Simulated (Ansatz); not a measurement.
# Indium, A15 under revPBE: relaxation and energy

The plan for indium in the A15 structure: relax it, then solve it on a dense k-mesh. Spin polarisation is left out. The k-meshes are 5×5×5 for the relaxation; 6×6×6 for the dense run.

Computed with Ansatz 0.2.0 (DFT revPBE, plane waves (420 eV) with PAW, scalar-relativistic; PAW files made under PBE, frozen cores solved again for the functional, unless a step says otherwise).

## 1. The starting structure

It takes space group Pm-3n (No. 223, cubic). The conventional cell has a = 5.936 Å, b = 5.936 Å, c = 5.936 Å, α = 90.00°, β = 90.00°, γ = 90.00°. In (site symmetry m-3) is surrounded by 12 In at 3.32 Å. In (site symmetry -4m2) has 6 In at 2.97 to 3.32 Å as nearest neighbours.

Structure file:

```xyz
8
Lattice="5.9359 0.0000 0.0000 0.0000 5.9359 0.0000 0.0000 0.0000 5.9359" Properties=species:S:1:pos:R:3 pbc="T T T"
In    0.0000    0.0000    0.0000
In    2.9679    2.9679    2.9679
In    1.4840    0.0000    2.9679
In    4.4519    0.0000    2.9679
In    2.9679    1.4840    0.0000
In    2.9679    4.4519    0.0000
In    0.0000    2.9679    1.4840
In    0.0000    2.9679    4.4519
```

## 2. Relaxation of the cell

File input.yaml:

```yaml
crystal:
  lattice:
    - [5.9358781157, 0.0, 0.0]
    - [0.0, 5.9358781157, 0.0]
    - [0.0, 0.0, 5.9358781157]
  atoms:
    - { symbol: In, position: [0.0, 0.0, 0.0] }
    - { symbol: In, position: [0.5, 0.5, 0.5] }
    - { symbol: In, position: [0.25, 0.0, 0.5] }
    - { symbol: In, position: [0.75, 0.0, 0.5] }
    - { symbol: In, position: [0.5, 0.25, 0.0] }
    - { symbol: In, position: [0.5, 0.75, 0.0] }
    - { symbol: In, position: [0.0, 0.5, 0.25] }
    - { symbol: In, position: [0.0, 0.5, 0.75] }
hamiltonian:
  xc: revpbe
  pseudopotentials:
    kind: paw
    azcp:
      In: "pseudopotentials/In.paw.azcp"
basis:
  ecutwfc: 420
  fft_grid_basis: typed
kpoints:
  mp_grid: { grid: [5, 5, 5], shift: [0, 0, 0] }
magnetization:
  spin_polarized: false
scf:
  occupations: { method: fermi_dirac, width: 0.1 }
relax:
  max_steps: 60
  f_tol: 0.01
  cell: {}
output:
  write_density: true
  write_potential: true
  elf: true
  volumetric_format: npy
```

Run with:

```bash
$ ansatz run input.yaml --threads 4 --pin off --max-ram 8192MiB --backend cpu --events-out ev --progress --plain --runs-dir out
```

Further steps of the session: Single point on a dense mesh.

Before running it: what results should come out? Wanted: space group; conventional cell; volume; shortest distance; gap on the mesh; relative to body-centred tetragonal.

The runs gave:

| quantity | value |
| --- | --- |
| space group (spins left aside) | Pm-3n (No. 223) |
| conventional cell | a = 6.160 Å |
| volume | 29.222 Å³/atom |
| shortest distance | 3.080 Å |
| gap on the mesh | none (levels filled in part) |
| relative to body-centred tetragonal | +34 meV/atom |

In words: The relaxation enlarged the cell by 11.8 % in volume. Against the reference form of indium (body-centred tetragonal, computed apart with the same settings) it stands 34 meV/atom higher. No gap shows: it is a metal or semimetal at this level. The symmetry was held, so the structure may be unstable against distortions that break it.
